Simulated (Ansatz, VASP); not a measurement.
# KTaO3: VASP beside Ansatz

File INCAR:

```
SYSTEM = KTaO3
PREC = Accurate
ENCUT = 520
EDIFF = 1E-7
ISMEAR = -1
SIGMA = 0.05
LREAL = .False.
LASPH = .True.
NELM = 100
ALGO = Normal
ISIF = 2
LWAVE = .False.
LCHARG = .False.
GGA = PS
NBANDS = 27
```

Contents of KPOINTS:

```
Automatic mesh
0
Gamma
  6 6 6
  0 0 0
```

Contents of POSCAR:

```
KTaO3
1.0
    3.8287680000      0.0000000000      0.0000000000
    0.0000000000      3.8287680000      0.0000000000
    0.0000000000      0.0000000000      3.9883000000
Ta K O
1 1 3
Direct
    0.0000000000      0.0000000000      0.0000000000
    0.5000000000      0.5000000000      0.5000000000
    0.0000000000      0.0000000000      0.5000000000
    0.0000000000      0.5000000000      0.0000000000
    0.5000000000      0.0000000000      0.0000000000
```

File input.yaml:

```yaml
crystal:
  lattice:
    - [3.828768, 0.0, 0.0]
    - [0.0, 3.828768, 0.0]
    - [0.0, 0.0, 3.9883]
  atoms:
    - { symbol: Ta, position: [0.0, 0.0, 0.0] }
    - { symbol: K, position: [0.5, 0.5, 0.5] }
    - { symbol: O, position: [0.0, 0.0, 0.5] }
    - { symbol: O, position: [0.0, 0.5, 0.0] }
    - { symbol: O, position: [0.5, 0.0, 0.0] }
hamiltonian:
  xc: pbesol
  pseudopotentials: { kind: paw }
kpoints:
  mp_grid: { grid: [6, 6, 6] }
  band_path:
    path:
      - [[0.0, 0.0, 0.0], [0.0, 0.5, 0.0], [0.5, 0.5, 0.0], [0.0, 0.0, 0.0], [0.0, 0.0, 0.5], [0.0, 0.5, 0.5], [0.5, 0.5, 0.5], [0.0, 0.0, 0.5]]
      - [[0.0, 0.5, 0.0], [0.0, 0.5, 0.5]]
      - [[0.5, 0.5, 0.0], [0.5, 0.5, 0.5]]
    npoints: 14
scf:
  occupations: { method: fermi_dirac, width: 0.05 }
  n_extra_bands: 12
output:
  forces: true
  stress: true
  eigenvalues: true
  fatbands: true
  write_density: true
  write_potential: true
  elf: true
  volumetric_format: npy
```

Alike in both runs: functional PBEsol; k mesh 6 × 6 × 6; occupations fermi-dirac, width 0.05 eV; no spin polarisation.

```csv
,VASP,Ansatz
version,VASP 6.6.1,Ansatz 0.2.0
potentials or method,"VASP PAW PBE potentials, release 64 (Ta_pv, K_sv, O)",Ansatz PAW
plane-wave cutoff (eV),520,420
valence electrons in the cell,38,40
task,single point,band structure
```

|  | VASP | Ansatz | Ansatz less VASP |
| --- | --- | --- | --- |
| gap on the k mesh at the Fermi level (eV) | 2.20 | 2.25 | +0.051 |
| least direct gap on the mesh (eV) | 2.74 | 2.77 | +0.040 |
| pressure (GPa) | 21.2 | 20.0 | -1.19 |
| largest component of the traceless stress (GPa) | 13.61 | 13.32 | -0.287 |

The functional is the same, so the differences come from potentials, cutoffs and numerics. The two sets of potentials don't hold the same shells in valence.

Caveats: spin-orbit coupling is left out, which moves the levels of the heavy elements; so large a pressure means that the cell lies far from this level's equilibrium, or that cutoff or potentials fall short (VASP); the potentials were made for another functional, which shifts forces and pressure (VASP); the pressure holds a Pulay correction of +0.6 GPa for the finite cutoff (Ansatz); the PAW data sets come from PBE, with cores solved anew for the run's functional, which leaves a small shift of forces and pressure (Ansatz). A k mesh can miss the band edges.
